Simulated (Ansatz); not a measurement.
**Course of a relaxation: Sn**

The guess for Sn was made by a generator: 4-, 6-connected net of one element (P-6m2, No. 187). Lengths were set from tabulated atomic sizes, so they are only a guess.

```
CELL_PARAMETERS angstrom
3.86007 0.00000 0.00000
-1.93003 3.34292 0.00000
0.00000 0.00000 6.08494
ATOMIC_POSITIONS crystal
Sn 0.66667 0.33333 0.72496
Sn 0.66667 0.33333 0.27504
Sn 0.00000 0.00000 0.00000
```

These are results of DFT PBE, scalar-relativistic, plane waves, PAW in Ansatz, not measurements. Cutoff 420 eV, Gaussian smearing, Γ-centred meshes. Cell and atoms relax first on a coarse mesh and then on a finer one. In between, the cell is made exact in the group found at 0.06 Å. In metals the finer mesh still leaves noise of several meV/atom or more. The steps can't lower the symmetry of their start. No spin polarisation.

Steps on the 6×6×4 mesh (3 atoms, 9 steps). The free energy counts from the last step; the plane-wave basis is renewed at times, which shifts energy and pressure.

```csv
step,ΔF (meV/atom),V (Å³/atom),P (GPa),largest force component (eV/Å)
1,353.4,26.17,16.88,0.584
2,109.6,29.84,5.54,0.497
3,46.8,32.24,1.81,0.451
4,16.8,34.34,1.06,0.258
5,11.6,36.41,0.21,0.355
6,6.8,35.75,0.27,0.142
7,5.5,36.32,-0.14,0.064
8,5.3,36.26,-0.03,0.010
9,0.0,36.26,0.22,0.010
```

The relaxed structure, after a last relaxation on the converged mesh:

```cif
data_structure
_symmetry_space_group_name_H-M 'P-6m2'
_symmetry_Int_Tables_number 187
_cell_length_a 4.3674
_cell_length_b 4.3674
_cell_length_c 6.5205
_cell_angle_alpha 90.000
_cell_angle_beta 90.000
_cell_angle_gamma 120.000
_cell_volume 107.71
loop_
_atom_site_label
_atom_site_type_symbol
_atom_site_symmetry_multiplicity
_atom_site_Wyckoff_symbol
_atom_site_fract_x
_atom_site_fract_y
_atom_site_fract_z
_atom_site_occupancy
Sn1 Sn 2 i 0.66667 0.33333 0.74390 1
Sn2 Sn 1 a 0.00000 0.00000 0.00000 1
```

The symmetry stays P-6m2 (No. 187). The volume per atom grows by 37.2 %, from 26.2 to 35.9 Å³. The shortest distance goes from 2.74 Å (Sn–Sn) to 3.02 Å (Sn–Sn). The energy falls by about 0.38 eV/atom (the start's value is from the coarse mesh). Sn on a site of symmetry 3m is surrounded by 5 Sn at 3.02–3.34 Å; Sn on a site of symmetry -6m2 has 6 Sn at 3.02 Å.

For Sn, the volume per atom is 35.90 Å³. The density is 5.49 g/cm³ and the energy over the standard state is +0.19 eV/atom. The gap on the 12×12×8 mesh of the 3-atom cell is 0 eV (a metal).

Energies count from the standard state of Sn at the same level. The references include grey tin.

The last run used Gaussian smearing of 0.10 eV. A structure relaxed within its symmetry needn't be a true minimum. In all, the 3 runs took 4.1 min on 1 thread of Arm Neoverse V1 (shared host).
